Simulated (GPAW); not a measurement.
Here is a GPAW 26.7.0 calculation.

run.py

```python
import numpy as np
import spglib
from ase import Atoms
from ase.dft.bandgap import bandgap
from ase.io import read, write
from gpaw import GPAW, PW
from gpaw.spinorbit import soc_eigenstates

atoms = read('InP.cif')
cell, positions, numbers = spglib.find_primitive(
    (atoms.cell[:], atoms.get_scaled_positions(), atoms.numbers), symprec=1e-4)
atoms = Atoms(numbers, cell=cell, scaled_positions=positions, pbc=True)

calc = GPAW(mode=PW(600),
            xc={'name': 'vdW-DF-cx', 'backend': 'libvdwxc'},
            kpts={'size': (6, 6, 6), 'gamma': True},
            occupations={'name': 'fermi-dirac', 'width': 0.05},
            nbands=18,
            convergence={'density': 1e-05, 'energy': 1e-05},
            maxiter=150,
            txt='gpaw.txt')
atoms.calc = calc
energy = atoms.get_potential_energy()
forces = atoms.get_forces()
calc.write('gs.gpw')
write('result.traj', atoms)
print(f'Energy: {energy:.6f} eV')
print('Forces (eV/A):')
print(forces.round(4))
print('Fermi level:', round(calc.get_fermi_level(), 4), 'eV')
print(f'Gap: {bandgap(calc)[0]:.4f} eV, direct: {bandgap(calc, direct=True)[0]:.4f} eV')

path = atoms.cell.bandpath('GXWKGLUWLK,UX', npoints=80, eps=1e-4)
bs_calc = calc.fixed_density(kpts=path, symmetry='off', nbands=30,
                             convergence={'bands': 'CBM+6.0', 'eigenstates': 1e-6}, txt='bands.txt')
bs = bs_calc.band_structure()
bs.write('bs.json')
print(f'Gap on the path: {bandgap(bs_calc)[0]:.4f} eV')

soc = soc_eigenstates(bs_calc, theta=90, phi=0)
np.savetxt('soc_bands.dat', soc.eigenvalues(), fmt='%.4f')
mesh = soc_eigenstates('gs.gpw', theta=90, phi=0)
np.savetxt('soc_mesh.dat', mesh.eigenvalues(), fmt='%.4f')
print('Fermi level with spin-orbit coupling:', round(mesh.fermi_level, 4), 'eV')
```

File InP.cif:

```cif
data_InP
_cell_length_a 5.86100000
_cell_length_b 5.86100000
_cell_length_c 5.86100000
_cell_angle_alpha 90.00000000
_cell_angle_beta 90.00000000
_cell_angle_gamma 90.00000000
_space_group_name_H-M_alt 'F-43m'
_space_group_name_Hall 'F -4 2 3'
_space_group_IT_number 216
loop_
_space_group_symop_operation_xyz
'x,y,z'
'y,-x,-z'
'-x,-y,z'
'-y,x,-z'
'x,-y,-z'
'y,x,z'
'-x,y,-z'
'-y,-x,z'
'z,x,y'
'-z,y,-x'
'z,-x,-y'
'-z,-y,x'
'-z,x,-y'
'z,y,x'
'-z,-x,y'
'z,-y,-x'
'y,z,x'
'-x,-z,y'
'-y,z,-x'
'x,-z,-y'
'-y,-z,x'
'x,z,y'
'y,-z,-x'
'-x,z,-y'
'x,y+1/2,z+1/2'
'y,-x+1/2,-z+1/2'
'-x,-y+1/2,z+1/2'
'-y,x+1/2,-z+1/2'
'x,-y+1/2,-z+1/2'
'y,x+1/2,z+1/2'
'-x,y+1/2,-z+1/2'
'-y,-x+1/2,z+1/2'
'z,x+1/2,y+1/2'
'-z,y+1/2,-x+1/2'
'z,-x+1/2,-y+1/2'
'-z,-y+1/2,x+1/2'
'-z,x+1/2,-y+1/2'
'z,y+1/2,x+1/2'
'-z,-x+1/2,y+1/2'
'z,-y+1/2,-x+1/2'
'y,z+1/2,x+1/2'
'-x,-z+1/2,y+1/2'
'-y,z+1/2,-x+1/2'
'x,-z+1/2,-y+1/2'
'-y,-z+1/2,x+1/2'
'x,z+1/2,y+1/2'
'y,-z+1/2,-x+1/2'
'-x,z+1/2,-y+1/2'
'x+1/2,y,z+1/2'
'y+1/2,-x,-z+1/2'
'-x+1/2,-y,z+1/2'
'-y+1/2,x,-z+1/2'
'x+1/2,-y,-z+1/2'
'y+1/2,x,z+1/2'
'-x+1/2,y,-z+1/2'
'-y+1/2,-x,z+1/2'
'z+1/2,x,y+1/2'
'-z+1/2,y,-x+1/2'
'z+1/2,-x,-y+1/2'
'-z+1/2,-y,x+1/2'
'-z+1/2,x,-y+1/2'
'z+1/2,y,x+1/2'
'-z+1/2,-x,y+1/2'
'z+1/2,-y,-x+1/2'
'y+1/2,z,x+1/2'
'-x+1/2,-z,y+1/2'
'-y+1/2,z,-x+1/2'
'x+1/2,-z,-y+1/2'
'-y+1/2,-z,x+1/2'
'x+1/2,z,y+1/2'
'y+1/2,-z,-x+1/2'
'-x+1/2,z,-y+1/2'
'x+1/2,y+1/2,z'
'y+1/2,-x+1/2,-z'
'-x+1/2,-y+1/2,z'
'-y+1/2,x+1/2,-z'
'x+1/2,-y+1/2,-z'
'y+1/2,x+1/2,z'
'-x+1/2,y+1/2,-z'
'-y+1/2,-x+1/2,z'
'z+1/2,x+1/2,y'
'-z+1/2,y+1/2,-x'
'z+1/2,-x+1/2,-y'
'-z+1/2,-y+1/2,x'
'-z+1/2,x+1/2,-y'
'z+1/2,y+1/2,x'
'-z+1/2,-x+1/2,y'
'z+1/2,-y+1/2,-x'
'y+1/2,z+1/2,x'
'-x+1/2,-z+1/2,y'
'-y+1/2,z+1/2,-x'
'x+1/2,-z+1/2,-y'
'-y+1/2,-z+1/2,x'
'x+1/2,z+1/2,y'
'y+1/2,-z+1/2,-x'
'-x+1/2,z+1/2,-y'
loop_
_atom_site_label
_atom_site_type_symbol
_atom_site_symmetry_multiplicity
_atom_site_Wyckoff_symbol
_atom_site_fract_x
_atom_site_fract_y
_atom_site_fract_z
_atom_site_occupancy
In1 In 4 a 0.0000000000 0.0000000000 0.0000000000 1
P1 P 4 c 0.2500000000 0.2500000000 0.2500000000 1
```

Potentials or basis: GPAW PAW data sets (gpaw-data 1.2.1), pw.

Launch:

```console
$ OMP_NUM_THREADS=1 python run.py
```

Estimate the band gap on the k mesh.

0.65 eV, direct.

Estimate the band gap along the path.

0.65 eV, direct.

Levels at the corners of the path, in eV from the valence-band top:
| point | band 15 | band 16 | band 17 | band 18 | band 19 | band 20 | band 21 | band 22 |
| --- | --- | --- | --- | --- | --- | --- | --- | --- |
| Γ | 0.00 | 0.00 | 0.00 | 0.00 | 0.65 | 0.65 | 3.66 | 3.66 |
| X | -2.44 | -2.44 | -2.33 | -2.33 | 1.63 | 1.63 | 2.18 | 2.18 |
| W | -3.12 | -3.03 | -2.97 | -2.92 | 4.17 | 4.17 | 4.32 | 4.34 |
| K | -3.44 | -3.34 | -2.00 | -1.99 | 2.24 | 2.25 | 4.29 | 4.31 |
| Γ | 0.00 | 0.00 | 0.00 | 0.00 | 0.65 | 0.65 | 3.66 | 3.66 |
| L | -1.08 | -1.08 | -0.96 | -0.96 | 1.42 | 1.42 | 4.61 | 4.61 |
| U | -3.44 | -3.34 | -2.00 | -1.99 | 2.24 | 2.25 | 4.29 | 4.31 |
| W | -3.12 | -3.03 | -2.97 | -2.92 | 4.17 | 4.17 | 4.32 | 4.34 |
| L | -1.08 | -1.08 | -0.96 | -0.96 | 1.42 | 1.42 | 4.61 | 4.61 |
| K | -3.44 | -3.34 | -2.00 | -1.99 | 2.24 | 2.25 | 4.29 | 4.31 |
| U | -3.44 | -3.34 | -2.00 | -1.99 | 2.24 | 2.25 | 4.29 | 4.31 |
| X | -2.44 | -2.44 | -2.33 | -2.33 | 1.63 | 1.63 | 2.18 | 2.18 |

Caveat: spin-orbit coupling was added after a scalar SCF, so levels and gaps hold it while energy, forces, pressure and moments don't; this program's spin-orbit splittings come out too wide for heavy elements; the PAW data sets were made with another functional, which shifts forces and pressure a little.

**Experimental background.**

From a printed reference work, data compilation, for a bulk crystal of InP at 1.6 K: band gap 1.4236 eV (direct).

A measured gap of InP is 1.4236 eV (direct; 1.6 K; a printed reference work, data compilation); the calculated 0.65 eV misses it by -0.77 eV. The value is that of vdW-DF-cx, without temperature or zero-point motion.
